Whether to stretch zinc-blende AlN to turn it into a better light emitter depends on which electronic states form its band gap. An indirect gap needs a lattice vibration to take up momentum when light is emitted, and this makes emission weak; a direct gap doesn't. Stretching does make this crystal direct in the r2SCAN calculation, but only after a long stretch in which the gap hardly moves.

Two points of the band structure matter. At Γ the orbitals of all unit cells are in phase. At X their sign alternates from one layer of like atoms to the next along a cube axis. The band gap is the smallest energy from any filled state to any empty one, while the least direct gap compares states at the same point only.

Zinc-blende AlN at several volumes, computed with Ansatz 0.2.0 using the r2SCAN functional, PAW potentials, a plane-wave cutoff of 500 eV and a 10×10×10 k mesh, without spin polarisation or spin–orbit coupling. The shortest distance is between Al and N, and the gaps are the smallest found on the mesh, at named k points and along any paths computed between them.

```
volume (Å³/atom)  shortest distance (Å)  band gap (eV)  least direct gap (eV)
           9.228                  1.816          4.028                  5.968
           9.519                  1.835          4.010                  5.717
          10.120                  1.873          3.965                  5.125
          10.160                  1.876          3.962                  5.088
          10.262                  1.882          3.955                  4.994
          10.461                  1.894          3.930                  4.810
          10.746                  1.911          3.916                  4.567
          10.881                  1.919          3.905                  4.454
          11.068                  1.930          3.889                  4.300
          11.397                  1.949          3.862                  4.041
          11.726                  1.967          3.794                  3.794
          12.133                  1.990          3.504                  3.504
```

The top row, the most compressed crystal, stands apart. Here the least direct gap belongs to X, and the gap at Γ is wider still. From the next row on, the least direct gap is the one at Γ, so the first step in that column compares two different transitions. The valence top of this row also lies slightly away from Γ, by an energy too small to matter here.

From 9.519 to 11.397 Å³/atom the valence top is at Γ and the lowest conduction state at X. The band gap drifts down from 4.01 to 3.86 eV, while the least direct gap drops from 5.72 to 4.04 eV. Both start from the same valence top, so their difference is the height of the Γ conduction state above the X conduction state. This height shrinks from 1.71 to 0.18 eV. The one column is therefore steeper than the other because the conduction state at Γ comes down towards the one at X; a shift of the valence top would change both columns alike.

The hydrogen molecule shows why longer bonds bring a state down. Its two atomic orbitals combine into a low bonding and a high antibonding level, and the gap between them narrows as the atoms move apart and their orbitals overlap less. In AlN the Γ conduction state is, by standard band theory, an antibonding combination of s orbitals, and the valence top is a bonding combination of p orbitals. Relative to the orbitals they are made from, stretching lowers the first and raises the second, so the gap at Γ closes from both sides. The analogy ends there: in hydrogen the two levels are partners made from the same orbitals, and a molecule has no counterpart of Γ and X.

Is the s character the reason for the fast fall? The same calculation offers a control, a higher group of three conduction states at Γ that theory assigns to antibonding p orbitals. Between 10.120 and 11.397 Å³/atom these states approach the valence top by 1.20 eV, and the lowest conduction state at Γ does so by 1.08 eV. In electronvolts the two falls are alike. The higher group, however, starts 13.8 eV above the valence top and loses 9 % of that height, close to the 8 % by which the inverse square of the bond length shrinks over this step, whereas the lowest state starts at 5.1 eV and loses 21 %. The control therefore doesn't rule out the s character as a reason, and states this high needn't be pure p. It does show that a fall of about 1 eV is nothing unusual here. The state that needs a special explanation is the one at X, which approaches by only 0.10 eV.

The geometry of the crystal may supply part of that explanation. Each nitrogen atom has two aluminium neighbours in the layer above and two in the layer below. At Γ the s orbitals of all four act on its s orbital in phase and push the antibonding state up together. At X the two layers have opposite signs, so the effects of their s orbitals cancel, and stretching has no such push to release. A coupling between s and p orbitals remains, however, and it fades with distance too, so a picture with only s and p orbitals on nearest neighbours is expected to bring X down nearly as fast as Γ. Much of the X state is also expected to lie in the open space between the bonds, where the overlap of neighbouring orbitals matters less. This is an argument from theory, as the orbital make-up of the states isn't listed. Nor can the cancellation be the whole reason. At L, another point of the band structure, one of the four neighbours opposes the other three, so half of the coupling between s orbitals is lost. Yet the lowest conduction state there approaches the valence top by 1.12 eV over the same step, about as much as at Γ. A picture of nearly free electrons does better. In it the lowest conduction states at Γ, L and X grow out of plane waves whose squared wave numbers are 3, 11/4 and 2 in units of (2π/a)², where a is the cube edge. Stretching lowers each kinetic energy in proportion to its size, so L is expected to follow Γ closely and X to lag behind, as found. This is again theory, expected to cover a good part of the lag but not all of it; why the X state keeps pace with the valence top quite so closely isn't settled by these results.

The steep curve can be put into a formula. The gap at Γ consists of an offset between s and p orbitals, taken here as fixed although the electric field of the ions changes it somewhat, and of the two shifts caused by the coupling between neighbours. Over a small range of bond lengths such couplings scale roughly as 1/d², where d is the shortest distance. In a crystal as polar as this one the shifts needn't be proportional to the couplings; taking them so, as a simplification, gives

E(Γ) = A + B/d²

where E(Γ) is the direct gap at Γ. The constants A = −9.10 eV and B = 49.9 eV Å² come from a fit to the eight cubic rows of this middle stretch. They trade against each other and shouldn't be read as orbital energies, and the formula is no guide to widely separated atoms.

One row inside this stretch, at 10.461 Å³/atom, isn't cubic: the crystal is pulled slightly along one axis. It was left out of the fit, and its direct gap lies about 0.004 eV below the formula. For the band gap, a straight line between the neighbouring cubic rows gives

3.955 − 0.039 × (0.199/0.484) = 3.939 eV

against 3.930 eV in the table. (The two output lines meant for this comparison returned no value, hence the sum by hand.) A pull along one axis splits the three valence states that coincide at Γ in a cubic crystal. The highest of them moves up, which narrows both gaps. It also makes the X points along different axes unequal, and the lowest of these, which in this run lies on an axis perpendicular to the pull, can take a little more off the band gap. The directions fit this reading, but the splittings themselves aren't listed, so the sizes remain untested.

In the last two rows the band gap and the least direct gap are equal. The conduction state at Γ has dropped below the one at X, and the crystal has become direct. The fitted curves cross near 11.7 Å³/atom, at a gap of about 3.85 eV; as the gap from Γ to X falls a little faster at large volume than its fit allows, continuing its last step in the table gives about 3.84 eV instead. Beyond that point the band gap follows the steep curve, which is why it loses 0.29 eV in the final step after losing so little over the whole middle stretch. The bend is a change of lowest state; the state at Γ simply continues on its own curve.

The final row tests the formula, because it took no part in the fit. Its shortest distance is 1.990 Å, so

B/d² = 49.92/1.990² = 12.606 eV
E(Γ) = 12.606 − 9.102 = 3.504 eV

which is the value in the table to the last digit. A simpler description assumes instead that each per cent of volume changes the gap by the same amount. Fitted to the same eight rows, it puts the final gap 0.06 eV too low, because the response weakens as the bonds lengthen. The success of 1/d² supports the picture of fading coupling but doesn't prove it, since another smooth curve with the same bend would do as well over so short a range.

For quick estimates in the middle of the table the simpler description is good enough. One per cent more volume lowers the direct gap at Γ by about 0.09 eV and the gap from Γ to X by about 0.008 eV. To guess how the band gap of this crystal will respond to uniform stretching, one first asks which conduction state is lowest. If it is the one at X, the gap will hardly move until the state at Γ has come down to meet it; if it is the one at Γ, each bit of stretching counts.

For the emitter the answer is discouraging, the more so as zinc blende is a metastable form of AlN and the common wurtzite form has a direct gap without any strain. The row at 10.461 Å³/atom is close to the stress-free volume, and the crossing lies at 11.66/10.461 = 1.11 times its volume, or about 4 % more in every direction. The first direct row is held under a uniform tension of roughly 20 GPa, far beyond what a process can apply. A film clamped to a substrate is stretched in its plane only, which is a different strain from the uniform one studied here. The exact crossing also depends on the method: r2SCAN gives gaps that are too small, and its error needn't be the same at Γ and at X. The contrast between a steep and a flat gap is the safer result to build on than the volume at which they meet.

The printed output below gives the fits and the values for the rows left out of them.

Numerical output:

```
fit of least_direct_gap on 8 rows (clean > 0.5): constant -9.102 +/- 0.0048, coefficient of inv2 49.92 +/- 0.017; rms 0.000427, worst 9.519 0.000656, leave-one-out rms 0.000685
  rows outside the fit (model, value, miss): 9.228 6.028, 5.968, 0.0596; 10.461 4.814, 4.81, 0.00408; 11.726 3.794, 3.794, 0.000315; 12.133 3.504, 3.504, 0.000274
fit of least_direct_gap on 8 rows (clean > 0.5): constant 4.664 +/- 0.0039, coefficient of lnv -9.297 +/- 0.069; rms 0.00921, worst 9.519 -0.0163, leave-one-out rms 0.0161
  rows outside the fit (model, value, miss): 9.228 5.989, 5.968, 0.0214; 10.461 4.823, 4.81, 0.0134; 11.726 3.762, 3.794, -0.0318; 12.133 3.445, 3.504, -0.0591
fit of band_gap on 8 rows (clean > 0.5): constant 3.922 +/- 0.001, coefficient of lnv -0.8255 +/- 0.018; rms 0.00246, worst 9.519 0.00424, leave-one-out rms 0.00422
  rows outside the fit (model, value, miss): 9.228 4.04, 4.028, 0.0119; 10.461 3.936, 3.93, 0.00635; 11.726 3.842, 3.794, 0.0481; 12.133 3.814, 3.504, 0.31
Gamma conduction state above X conduction state, rows used in the fits, eV: 9.519 1.707, 10.12 1.16, 10.16 1.126, 10.262 1.039, 10.746 0.651, 10.881 0.549, 11.068 0.411, 11.397 0.179
change of Gamma-Gamma gap from 10.120 to 11.397 A3/atom, eV: -1.084
change of Gamma-X gap over the same step, eV: -0.103
change of valence top to higher conduction triplet at Gamma, same step, eV: -1.202
change of valence band width at Gamma, same step, eV: -0.6692
Gamma-Gamma deformation potential dE/dlnV at 9.519 A3/atom, 1/d2 law, eV: -9.88
Gamma-Gamma deformation potential dE/dlnV at 12.133 A3/atom, 1/d2 law, eV: -8.404
ratio of mean deformation potentials, Gamma-Gamma over Gamma-X: 11.26
volume where the two fitted gaps cross, A3/atom: 11.66
gap at the crossing, eV: 3.847
uniaxial row, direct gap less cubic interpolation, meV: n/a
uniaxial row, indirect gap less cubic interpolation, meV: n/a
```
